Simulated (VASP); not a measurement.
# Ru: single point with PBE

Crystal: Ru.

```
Ru
1.0
     3.43885    0.00000    0.00000
    -1.71942    2.97813    0.00000
     0.00000    0.00000    4.64589
Ru
3
Direct
  0.31302 0.00000 0.33333
  0.00000 0.31302 0.66667
  0.68698 0.68698 0.00000
```

The cell was built by a generator and needn't be a form met in nature.

```json
{"Program": "VASP 6.6.1", "Task": "single point", "Functional": "PBE", "Potentials or basis": "VASP PAW PBE potentials, release 64 (Ru_pv)", "Cutoff": "520 eV", "k mesh": "6 × 6 × 4", "Occupations": "gaussian, width 0.1 eV", "Spin": "no spin polarisation", "Dipole correction": "no", "Further INCAR settings": "ALGO = Normal; EDIFF = 1e-07; NBANDS = 28"}
```

```json
{
 "Pressure": "0.4 GPa",
 "Largest force": "0.022 eV/Å",
 "Band gap on the k mesh": "none (metal or under the smearing width)"
}
```

Forces on the atoms (eV/Å):
```
Ru   0.022  0.000  0.000
Ru  -0.011  0.019  0.000
Ru  -0.011 -0.019  0.000
```

Levels at points of the mesh, in eV from the Fermi level:
| k point | band 18 | band 19 | band 20 | band 21 | band 22 | band 23 | band 24 | band 25 |
| --- | --- | --- | --- | --- | --- | --- | --- | --- |
| (0.00, 0.00, 0.00) | -3.11 | 0.04 | 0.34 | 0.34 | 0.80 | 1.48 | 1.48 | 1.65 |
| (0.50, 0.00, 0.00) | -1.47 | -0.92 | -0.46 | -0.30 | -0.25 | 0.06 | 1.29 | 1.71 |
| (0.00, 0.00, 0.50) | -3.56 | -0.37 | -0.23 | -0.23 | 0.16 | 0.17 | 0.17 | 3.54 |
| (0.50, 0.00, 0.50) | -1.30 | -1.11 | -0.90 | -0.75 | -0.18 | 0.24 | 0.34 | 1.73 |

It took 22 s on 1 thread of AMD EPYC 9R45 (Zen 5) (shared host), peak memory 0.14 GiB.
